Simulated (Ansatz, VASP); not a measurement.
Two plane-wave programs on Hf

The input INCAR:

```
PREC     = Accurate       # precision mode
ENCUT    = 520            # plane-wave cutoff, eV
EDIFF    = 1E-7           # SCF threshold, eV
ISMEAR   = -1             # smearing method
SIGMA    = 0.05           # smearing width, eV
LREAL    = False          # projectors in reciprocal space
LASPH    = True           # aspherical terms in the spheres
NELM     = 100            # most SCF steps
ALGO     = Normal         # electronic algorithm
ISIF     = 2              # what is computed and relaxed
LWAVE    = False          # write WAVECAR
LCHARG   = False          # write CHGCAR
GGA      = PS             # functional
NBANDS   = 17             # bands
```

KPOINTS

```
Automatic mesh
0
Gamma
  10 10 5
```

Contents of POSCAR:

```
Hf
1.0
    3.2593963094      0.0000000000      0.0000000000
   -1.6296981547      2.8227200050      0.0000000000
    0.0000000000      0.0000000000      5.1569977332
Hf
2
Direct
    0.6666666667      0.3333333333      0.7500000000
    0.3333333333      0.6666666667      0.2500000000
```

The input input.yaml:

```yaml
crystal:
  lattice:
    - [3.2593963094, 0.0, 0.0]
    - [-1.6296981547, 2.822720005, 0.0]
    - [0.0, 0.0, 5.1569977332]
  atoms:
    - { symbol: Hf, position: [0.6666666667, 0.3333333333, 0.75] }
    - { symbol: Hf, position: [0.3333333333, 0.6666666667, 0.25] }
hamiltonian:
  xc: pbesol
  pseudopotentials: { kind: paw }
kpoints:
  mp_grid: { grid: [10, 10, 5] }
scf:
  occupations: { method: fermi_dirac, width: 0.05 }
output:
  forces: true
  stress: true
  eigenvalues: true
  write_density: true
  write_potential: true
  elf: true
  volumetric_format: npy
```

Change from the starting cell: volume scaled by 1.06.

Alike in both runs: task single point; functional PBEsol; k mesh 10 × 10 × 5; occupations fermi-dirac, width 0.05 eV; no spin polarisation.

```csv
,VASP,Ansatz
version,VASP 6.6.1,Ansatz 0.2.0
potentials or method,"VASP PAW PBE potentials, release 64 (Hf_pv)",Ansatz PAW
plane-wave cutoff (eV),520,420
valence electrons in the cell,20,52
```

|  | VASP | Ansatz | Ansatz less VASP |
| --- | --- | --- | --- |
| gap on the k mesh at the Fermi level (eV) | none | none | - |
| pressure (GPa) | -9.5 | -9.1 | +0.39 |
| largest component of the traceless stress (GPa) | 0.51 | 0.47 | -0.047 |

A gap of «none» marks a metal or a gap that the smearing closes. The two sets of potentials don't hold the same shells in valence.

Caveats: the PAW data sets were made with another functional, which shifts forces and pressure a little (VASP); the PAW data sets come from PBE, with cores solved anew for the run's functional, which leaves a small shift of forces and pressure (Ansatz). Spin-orbit coupling is left out, which matters for the levels of Hf.
